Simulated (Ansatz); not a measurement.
# Ag: response to strain

Aim: deform Ag (equal xy, yz and zx engineering shear strains of -1 %) and compute stress, forces and field gradients with LAPW, PAW and all-electron datasets made for the crystal.

Program: Ansatz 0.2.0. Level of theory: DFT PBE, scalar-relativistic. These are calculated values, not measurements.

### Step 1. The system as given

The structure is hexagonal, space group P6_3/mmc (No. 194). Conventional cell: a = 2.886 Å, b = 2.886 Å, c = 10.000 Å, α = 90.00°, β = 90.00°, γ = 120.00°. Ag (site symmetry -6m2) is surrounded by 12 Ag at 2.89 to 3.00 Å. Ag (site symmetry -3m) has 12 Ag at 2.89 to 3.00 Å as nearest neighbours.

As a file:

```xyz
4
Lattice="2.8862 0.0000 0.0000 -1.4431 2.4995 0.0000 0.0000 0.0000 10.0000" Properties=species:S:1:pos:R:3 pbc="T T T"
Ag    0.0000    1.6663    2.5000
Ag    1.4431    0.8332    7.5000
Ag    0.0000    0.0000    0.0000
Ag    0.0000    0.0000    5.0000
```

Atoms are numbered in the order of the input: Ag1, Ag2, Ag3, Ag4.

### Step 2. The deformed structure

Space group P6_3/mmc before, P-1 after.

### Step 3. LAPW, all electrons

Contents of input.yaml:

```yaml
crystal:
  lattice:
    - [2.8861989086, -0.0144309945, -0.0144309945]
    - [-1.4555970622, 2.5067370726, -0.0052821106]
    - [-0.05, -0.05, 10.0]
  atoms:
    - { symbol: Ag, position: [0.3333333333, 0.6666666667, 0.25] }
    - { symbol: Ag, position: [0.6666666667, 0.3333333333, 0.75] }
    - { symbol: Ag, position: [0.0, 0.0, 0.0] }
    - { symbol: Ag, position: [0.0, 0.0, 0.5] }
kpoints:
  mp_grid: { grid: [14, 14, 4] }
  band_path:
    path:
      - [0.0, 0.0, 0.0]
      - [0.0, 0.0, 0.5]
      - [-0.5, 0.5, 0.0]
      - [0.0, 0.0, 0.0]
      - [0.0, -0.5, 0.0]
      - [-0.5, 0.0, 0.5]
      - [0.0, 0.0, 0.0]
      - [-0.5, 0.0, 0.0]
      - [0.0, -0.5, 0.5]
    npoints: 5
scf:
  occupations: { method: fermi_dirac, width: 0.08 }
hamiltonian:
  xc: pbe
  pseudopotentials: { kind: all_electron, lapw: { basis_error: 0.0005 } }
output:
  forces: true
  stress: true
  eigenvalues: true
```

Run with:

```console
$ ansatz run input.yaml --threads 1 --pin off --max-ram 4096MiB --backend cpu --events-out ev --progress --plain --runs-dir out
```

### Step 4. Frozen-core PAW

Contents of input.yaml:

```yaml
crystal:
  lattice:
    - [2.8861989086, -0.0144309945, -0.0144309945]
    - [-1.4555970622, 2.5067370726, -0.0052821106]
    - [-0.05, -0.05, 10.0]
  atoms:
    - { symbol: Ag, position: [0.3333333333, 0.6666666667, 0.25] }
    - { symbol: Ag, position: [0.6666666667, 0.3333333333, 0.75] }
    - { symbol: Ag, position: [0.0, 0.0, 0.0] }
    - { symbol: Ag, position: [0.0, 0.0, 0.5] }
kpoints:
  mp_grid: { grid: [14, 14, 4] }
scf:
  occupations: { method: fermi_dirac, width: 0.08 }
hamiltonian:
  xc: pbe
  pseudopotentials: { kind: paw }
output:
  forces: true
  stress: true
  eigenvalues: true
  efg: { contact_densities: true }
```

### Step 5. All-electron PAW on datasets made for the crystal

Changes to input.yaml since step 4:

```diff
@@ -16,3 +16,3 @@
   xc: pbe
-  pseudopotentials: { kind: paw }
+  pseudopotentials: { kind: all_electron, datasets: crystal }
 output:
```

(Steps that only read results are left out.)

**Question.** What will these runs give? Wanted: pressure; largest shear or deviatoric stress.

**Answer**, as computed:

| quantity | value |
| --- | --- |
| pressure | LAPW -0.37, PAW -0.36, crystal datasets -0.37 GPa |
| largest shear or deviatoric stress (LAPW) | 3.29 GPa |

The largest part of the stress beyond the pressure is 3.29 GPa in size, in the zz component; the atoms are carried along and not relaxed. No run of the undeformed cell stands beside it, so the pressure holds what the given cell had before the change. PAW: stress within 0.01 GPa of LAPW. Crystal datasets: stress within 0.01 GPa of LAPW.
